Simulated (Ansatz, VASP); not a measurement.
## GaAs: VASP beside Ansatz

File INCAR:

```
SYSTEM = GaAs
ALGO     = Normal         ! electronic algorithm
EDIFF    = 1E-7           ! SCF threshold, eV
ENCUT    = 520            ! plane-wave cutoff, eV
ISIF     = 2              ! what is computed and relaxed
ISMEAR   = 0              ! smearing method
LASPH    = .True.         ! aspherical terms in the spheres
LCHARG   = .False.        ! write CHGCAR
LREAL    = .False.        ! projectors in reciprocal space
LWAVE    = .False.        ! write WAVECAR
NBANDS   = 16             ! bands
NELM     = 100            ! most SCF steps
PREC     = Accurate       ! precision mode
SIGMA    = 0.01           ! smearing width, eV
```

The input KPOINTS:

```
k-points
0
Gamma
  6 6 6
  0 0 0
```

The input POSCAR:

```
GaAs
1.0
    0.0000000000      2.8268500000      2.8268500000
    2.8268500000      0.0000000000      2.8268500000
    2.8268500000      2.8268500000      0.0000000000
Ga As
1 1
Direct
    0.0000000000      0.0000000000      0.0000000000
    0.2500000000      0.2500000000      0.2500000000
```

Input for Ansatz:

```yaml
crystal:
  lattice:
    - [0.0, 2.82685, 2.82685]
    - [2.82685, 0.0, 2.82685]
    - [2.82685, 2.82685, 0.0]
  atoms:
    - { symbol: Ga, position: [0.0, 0.0, 0.0] }
    - { symbol: As, position: [0.25, 0.25, 0.25] }
kpoints:
  mp_grid:
    grid: [6, 6, 6]
hamiltonian:
  xc: lda
  pseudopotentials:
    kind: paw
scf:
  convergence:
    dr2_threshold: 1.0e-10
  occupations:
    method: fixed
output:
  forces: true
  stress: true
```

Alike in both runs: task single point; functional LDA; k mesh 6 × 6 × 6; no spin polarisation.

|  | VASP | Ansatz |
| --- | --- | --- |
| version | VASP 6.6.1 | Ansatz 0.2.0 |
| potentials or method | VASP PAW LDA potentials, release 64 (Ga_d, As) | plane waves, PAW |
| plane-wave cutoff (eV) | 520 | 420 |
| occupations | gaussian, width 0.01 eV | fixed |
| valence electrons in the cell | 18 | 28 |

Ansatz gave:

* pressure (GPa): -1.9

Problem. Estimate VASP's values.

Solution. Pressure (GPa): -1.6.

The two sets of potentials don't hold the same shells in valence.
